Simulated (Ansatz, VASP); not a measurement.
## KI: VASP beside Ansatz

The input INCAR:

```
PREC = Accurate
ENCUT = 520
EDIFF = 1E-6
ISMEAR = 0
SIGMA = 0.01
LREAL = F
LASPH = T
NELM = 100
ALGO = Normal
ISIF = 2
LWAVE = F
LCHARG = T
GGA = PE
LELF = T
LVHAR = T
NBANDS = 15
```

File KPOINTS:

```
Automatic mesh
0
Gamma
  6 6 6
```

The input POSCAR:

```
KI
1.0
    4.4268549963      0.0000000000      0.0000000000
    0.0000000000      4.4268549963      0.0000000000
    0.0000000000      0.0000000000      4.4268549963
K I
1 1
Direct
    0.0000000000      0.0000000000      0.0000000000
    0.5000000000      0.5000000000      0.5000000000
```

Input for Ansatz:

```yaml
crystal:
  lattice:
    - [4.4268549963, 0.0, 0.0]
    - [0.0, 4.4268549963, 0.0]
    - [0.0, 0.0, 4.4268549963]
  atoms:
    - { symbol: K, position: [0.0, 0.0, 0.0] }
    - { symbol: I, position: [0.5, 0.5, 0.5] }
kpoints:
  mp_grid: { grid: [6, 6, 6] }
hamiltonian:
  xc: pbe
scf:
  occupations: { method: fixed }
  n_extra_bands: 4
output:
  forces: true
  stress: true
  eigenvalues: true
```

Alike in both runs: task single point; functional PBE; k mesh 6 × 6 × 6; no spin polarisation.

|  | VASP | Ansatz |
| --- | --- | --- |
| version | VASP 6.6.1 | Ansatz 0.2.0 |
| potentials or method | VASP PAW PBE potentials, release 64 (K_sv, I) | plane waves, PAW |
| plane-wave cutoff (eV) | 520 | 420 |
| occupations | gaussian, width 0.01 eV | fixed |
| valence electrons in the cell | 16 | 26 |

Ansatz gave:

* gap on the k mesh at the Fermi level (eV): 3.12
* pressure (GPa): -0.6

Problem. What did VASP give for the same quantities?

Solution. gap on the k mesh at the Fermi level (eV): 3.11; pressure (GPa): -0.6.

The two sets of potentials don't hold the same shells in valence.

Caveats: spin-orbit coupling is left out, which moves the levels of the heavy elements. A k mesh can miss the band edges.
